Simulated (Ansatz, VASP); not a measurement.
Two plane-wave programs on H

```
H
1.0
     2.64964    0.00000    0.00000
     0.00000    2.64964    0.01987
     0.00000    0.00735    0.98049
H
1
Direct
  0.00000 0.00000 0.50000
```

Change from the starting cell: strain +0.0150 x Voigt [0, 0, 0, 1, 0, 0], atoms carried along.

Alike in both runs: task single point; functional LDA; k mesh 10 × 10 × 26; occupations gaussian, width 0.05 eV; no spin polarisation.

```csv
,VASP,Ansatz
version,VASP 6.6.1,Ansatz 0.2.0
potentials or method,"VASP PAW LDA potentials, release 64 (H)","scalar-relativistic, plane waves, PAW"
plane-wave cutoff (eV),520,420
valence electrons in the cell,1,1
```

Ansatz gave:

| Item | Value |
| --- | --- |
| gap on the k mesh at the Fermi level (eV) | none |
| pressure (GPa) | 1.5 |
| largest component of the traceless stress (GPa) | 2.39 |

**Question.** Estimate VASP's values.

**Answer.** gap on the k mesh at the Fermi level (eV): none; pressure (GPa): 1.3; largest component of the traceless stress (GPa): 2.66.

A gap of «none» marks a metal or a gap that the smearing closes.
